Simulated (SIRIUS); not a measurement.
Runs of SIRIUS 7.12.0 on Hf. The structure is cubic, space group Pm-3m (No. 221). Conventional cell: a = 2.914 Å, b = 2.914 Å, c = 2.914 Å, α = 90.00°, β = 90.00°, γ = 90.00°. Hf (site symmetry m-3m) is surrounded by 6 Hf at 2.91 Å. The cell was built by a generator and needn't be a form met in nature.

| level | V0 of scaled cells (Å³/atom) | B0 (GPa) |
| --- | --- | --- |
| AM05 | 23.49 | 80 |
| BLYP | 25.72 | 73 |
| PBE | (c) | 76 |
| RPBE | 25.53 | (a) |
| PBEsol | 23.52 | (b) |

Alike in all rows: task equation of state; potentials or basis all-electron FP-LAPW, apw+lo standard; no spin polarisation; cell as given; k mesh 9 × 9 × 9; cutoff (eV) 164; smearing fermi-dirac 0.05 eV.

Q: Estimate the missing entries.

A: (a) 72; (b) 81; (c) 24.75.
